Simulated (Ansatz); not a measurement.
Set up this calculation in Ansatz 0.2.0, as the native input.

```
Task                : single point
Functional          : PBE
Potentials or basis : Ansatz PAW
Cutoff              : 420 eV (not typed: the program's choice for these potentials)
k mesh              : 9 × 9 × 9
Occupations         : gaussian, width 0.022 eV
Spin                : no spin polarisation
```

YN:

```
CELL_PARAMETERS angstrom
0.00000 2.43850 2.43850
2.43850 0.00000 2.43850
2.43850 2.43850 0.00000
ATOMIC_POSITIONS crystal
Y 0.00000 0.00000 0.00000
N 0.50000 0.50000 0.50000
```

These files were run (other wordings do the same):

input.yaml

```yaml
crystal:
  lattice:
    - [0.0, 2.4385, 2.4385]
    - [2.4385, 0.0, 2.4385]
    - [2.4385, 2.4385, 0.0]
  atoms:
    - { symbol: "Y", position: [0.0, 0.0, 0.0] }
    - { symbol: "N", position: [0.5, 0.5, 0.5] }
hamiltonian:
  xc: pbe
  pseudopotentials: { kind: paw }
kpoints:
  mp_grid: { grid: [9, 9, 9] }
scf:
  occupations: { method: gaussian, width: 0.022 }
output:
  forces: true
  stress: true
  eigenvalues: true
```

Potentials or basis: Ansatz PAW.

Launch:

```bash
$ ansatz run input.yaml --threads 2 --pin off --max-ram 5632MiB --backend cpu --events-out ev --progress --plain --runs-dir out
```

It gave:

```json
{
 "Pressure": "3.0 GPa",
 "Band gap on the k mesh": "0.24 eV, indirect (least direct gap 0.64 eV)"
}
```

Caveat: odd divisions of the mesh miss points on the zone boundary, where band edges often lie, so the gap on the mesh can be too wide.

Run time: 0.46 s on 2 threads of Arm Neoverse V2, with other jobs on the host, peak memory 0.27 GiB.
